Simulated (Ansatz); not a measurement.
Here is an Ansatz 0.2.0 calculation.

The input input.yaml:

```yaml
crystal:
  lattice:
    - [3.112861506, 0.0, 0.0]
    - [-1.556430753, 2.6958171426, 0.0]
    - [0.0, 0.0, 4.869841]
  atoms:
    - { symbol: Ta, position: [0.3333333333, 0.6666666667, 0.254711] }
    - { symbol: Ta, position: [0.6666666667, 0.3333333333, 0.745289] }
    - { symbol: "N", position: [0.0, 0.0, 0.0] }
hamiltonian:
  xc: lda
  pseudopotentials: { kind: paw }
kpoints:
  mp_grid: { grid: [10, 10, 6] }
  band_path:
    path:
      - [[0.0, 0.0, 0.0], [0.5, 0.0, 0.0], [0.3333333333, 0.3333333333, 0.0], [0.0, 0.0, 0.0], [0.0, 0.0, 0.5], [0.5, 0.0, 0.5], [0.3333333333, 0.3333333333, 0.5], [0.0, 0.0, 0.5]]
      - [[0.5, 0.0, 0.5], [0.5, 0.0, 0.0]]
      - [[0.3333333333, 0.3333333333, 0.0], [0.3333333333, 0.3333333333, 0.5]]
    npoints: 14
scf:
  occupations: { method: fermi_dirac, width: 0.05 }
  n_extra_bands: 7
output:
  forces: true
  stress: true
  eigenvalues: true
  fatbands: false
```

Potentials or basis: Ansatz PAW.

The run is started by

```sh
$ ansatz run input.yaml --threads 2 --pin off --max-ram 5632MiB --backend cpu --events-out ev --progress --plain --runs-dir out
```

Q: Estimate the largest force.

A: 0.445 eV/Å.

Q: What does it give for the pressure?

A: -14.5 GPa.

Levels at the corners of the path, in eV from the Fermi level:
```csv
point,band 13,band 14,band 15,band 16,band 17,band 18,band 19,band 20
Γ,-4.82,-0.66,-0.25,-0.25,0.26,0.26,0.32,1.15
M,-4.49,-2.53,-1.30,1.75,1.88,3.67,3.95,4.22
K,-3.29,-2.66,-2.66,1.27,1.27,2.92,3.41,3.41
Γ,-4.82,-0.66,-0.25,-0.25,0.26,0.26,0.32,1.15
A,-2.81,-2.56,-1.13,-1.13,1.78,2.00,2.26,2.26
L,-3.24,-2.07,-2.05,-0.23,0.71,3.24,3.50,3.96
H,-2.39,-1.85,-1.85,0.61,0.77,0.77,3.96,3.96
A,-2.81,-2.56,-1.13,-1.13,1.78,2.00,2.26,2.26
L,-3.24,-2.07,-2.05,-0.23,0.71,3.24,3.50,3.96
M,-4.49,-2.53,-1.30,1.75,1.88,3.67,3.95,4.22
K,-3.29,-2.66,-2.66,1.27,1.27,2.92,3.41,3.41
H,-2.39,-1.85,-1.85,0.61,0.77,0.77,3.96,3.96
```

Caveat: the pressure holds a Pulay correction of +0.3 GPa for the finite cutoff; spin-orbit coupling is left out, which moves the levels of the heavy elements; the PAW data sets come from PBE, with cores solved anew for the run's functional, which leaves a small shift of forces and pressure.
